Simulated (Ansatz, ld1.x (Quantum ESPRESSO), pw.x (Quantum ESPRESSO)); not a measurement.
From atom to crystal: TM potential for antimony (Sb)

* Element: antimony
* Generator: ld1.x (Quantum ESPRESSO) 7.5
* Type: norm-conserving Troullier–Martins (Kleinman–Bylander form)
* Functional: PBE
* Relativity: scalar-relativistic
* Frozen core: [Kr] 4d10
* Valence charge: 5
* Reference configuration: 5s2 5p1 (charge +2)
* Partial waves: 5s (bound): rc 2.44 bohr; 5p (bound): rc 2.96 bohr
* Local potential: the p channel
* Core correction: none

Crystal test: fcc Sb in pw.x 7.5, no spin, 12³ k-points, Fermi–Dirac smearing 0.01 Ry, cutoffs 40/160 Ry. The reference is all-electron LAPW (Ansatz 0.2.0) with the same functional, mesh and smearing; V0 and B0 come from Birch–Murnaghan fits to the pressures at five volumes. Errors are pseudo minus all-electron; Δ is the rms difference of the E(V) curves that follow from these fits, minima aligned, over ±6 % about the mean V0. Mesh and smearing are coarse, so the numbers serve the comparison and aren't converged zero-temperature values; the lattice is a test structure that the element need not adopt.

All-electron: a0 = 4.797 Å (V0 = 27.60 Å³/atom), B0 = 57.8 GPa.

Problem. How far does the potential miss the all-electron equation of state?

Solution. mean pressure error (GPa): -12.05. The pressure does not cross zero within the volumes sampled, so no fit is given. This is a poor potential for the solid. The logarithmic derivative shows an extra or strongly shifted pseudo pole above the reference energy (s near -1.07 Ry).

```json
{"V (Å³/atom)": "26.216", "P all-electron (GPa)": "3.31", "P pseudo (GPa)": "-10.81"}
{"V (Å³/atom)": "26.906", "P all-electron (GPa)": "1.55", "P pseudo (GPa)": "-11.43"}
{"V (Å³/atom)": "27.596", "P all-electron (GPa)": "-0.00", "P pseudo (GPa)": "-11.95"}
{"V (Å³/atom)": "28.286", "P all-electron (GPa)": "-1.35", "P pseudo (GPa)": "-12.38"}
{"V (Å³/atom)": "28.976", "P all-electron (GPa)": "-2.54", "P pseudo (GPa)": "-12.73"}
```

Problem. At the middle volume, how do free energy and pressure move when the wave cutoff is lowered (ecutrho kept at four times it)?

Solution.

```tsv
cutoff (Ry)	shift of F (meV/atom)	shift of P (GPa)
18	+126.5	-1.30
24	+22.8	-0.64
32	+5.4	+0.13
```

The run at the middle volume (72 k-points, 10 iterations) took about 5 s on one core of a shared host (Neoverse-V1, 32 threads, 247 GiB, load 14).
